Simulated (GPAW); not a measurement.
Input of a GPAW 26.7.0 run:

run.py

```python
from ase.calculators.mixing import SumCalculator
from ase.filters import FrechetCellFilter
from ase.io import read, write
from ase.optimize import BFGS
from dftd4.ase import DFTD4
from gpaw import GPAW, PW

atoms = read('HfN.xyz')

calc = GPAW(mode=PW(800),
            xc='revPBE',
            kpts={'size': (10, 10, 10), 'gamma': True},
            occupations={'name': 'fermi-dirac', 'width': 0.05},
            nbands=19,
            convergence={'density': 1e-05, 'forces': 0.0001},
            maxiter=150,
            txt='gpaw.txt')
atoms.calc = SumCalculator([calc, DFTD4(method='revpbe')])
opt = BFGS(FrechetCellFilter(atoms), trajectory='relax.traj', logfile='-')
done = opt.run(fmax=0.02, steps=60)
calc.write('gs.gpw')
write('result.traj', atoms)
print('Converged:', done)
print('Cell:', atoms.cell.cellpar().round(4))
print('Volume:', round(atoms.get_volume(), 4))
print(atoms.get_scaled_positions().round(5))
```

The input HfN.xyz:

```xyz
2
Lattice="0.0000000000 2.2560000000 2.2560000000 2.2560000000 0.0000000000 2.2560000000 2.2560000000 2.2560000000 0.0000000000" Properties=species:S:1:pos:R:3 pbc="T T T"
Hf     0.0000000000      0.0000000000      0.0000000000
N      2.2560000000      2.2560000000      2.2560000000
```

Potentials or basis: the program's PAW data sets (release 1.2.1) made for this functional, pw.

Run with:

```bash
$ OMP_NUM_THREADS=1 python run.py
```

(1) Predict the band gap on the k mesh.

(2) Predict the relaxed volume.

(3) Predict the dispersion energy per atom.

Answers

(1) none (metal or under the smearing width).

(2) 11.52 Å³/atom.

(3) -0.490 eV.

Caveat: later steps reuse the first step's grids; pairwise dispersion overbinds metals, which lowers pressure and volume.
